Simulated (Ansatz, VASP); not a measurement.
## NaH in VASP and in Ansatz

File POSCAR:

```
NaH
1.0
    3.0112725299      0.0000000000      0.0000000000
    0.0000000000      3.0112725299      0.0000000000
    0.0000000000      0.0000000000      2.9563011525
Na H
1 1
Direct
    0.0000000000      0.0000000000      0.0000000000
    0.5000000000      0.5000000000      0.5000000000
```

The input INCAR.step1:

```
ALGO = Normal
EDIFF = 1E-5
ENCUT = 520
GGA = PE
ISIF = 2
ISMEAR = 0
LASPH = T
LCHARG = F
LREAL = F
LWAVE = T
NBANDS = 11
NELM = 100
PREC = Accurate
SIGMA = 0.01
```

File INCAR.step2:

```
ALGO = Normal
EDIFF = 1E-7
ENCUT = 520
GGA = PE
HFSCREEN = 0.2079
ISIF = 2
ISMEAR = 0
ISTART = 1
LASPH = T
LCHARG = F
LHFCALC = T
LREAL = F
LWAVE = F
NBANDS = 11
NELM = 100
PREC = Accurate
PRECFOCK = Normal
SIGMA = 0.01
```

File KPOINTS:

```
k-points
0
Gamma
  6 6 6
```

Input for Ansatz:

```yaml
crystal:
  lattice:
    - [3.0112725299, 0.0, 0.0]
    - [0.0, 3.0112725299, 0.0]
    - [0.0, 0.0, 2.9563011525]
  atoms:
    - { symbol: Na, position: [0.0, 0.0, 0.0] }
    - { symbol: H, position: [0.5, 0.5, 0.5] }
kpoints:
  mp_grid: { grid: [6, 6, 6] }
  band_path:
    path: [[0.0, 0.0, 0.0], [0.0, 0.5, 0.0], [0.5, 0.5, 0.0], [0.5, 0.5, 0.5]]
    npoints: 1
hamiltonian:
  xc: hse06
scf:
  occupations: { method: fixed }
  n_extra_bands: 4
output:
  forces: true
  stress: true
  eigenvalues: true
```

Change from the starting cell: epitaxial_xy strain +2.7%.

Alike in both runs: task single point; functional HSE06; k mesh 6 × 6 × 6; no spin polarisation.

|  | VASP | Ansatz |
| --- | --- | --- |
| version | VASP 6.6.1 | Ansatz 0.2.0 |
| potentials or method | VASP PAW PBE potentials, release 64 (Na_pv, H) | plane waves, PAW |
| plane-wave cutoff (eV) | 520 | 420 |
| occupations | gaussian, width 0.01 eV | fixed |
| valence electrons in the cell | 8 | 10 |

```tsv
	VASP	Ansatz	Ansatz less VASP
gap on the k mesh at the Fermi level (eV)	1.80	1.81	+0.005
pressure (GPa)	-1.1	-1.1	-0.01
largest component of the traceless stress (GPa)	1.36	1.36	+0.001
```

The two sets of potentials don't hold the same shells in valence. Ansatz warned: «stress_exchange_threshold_loose».

Caveats: the PAW data sets were made with another functional, which shifts forces and pressure a little (VASP). A k mesh can miss the band edges.
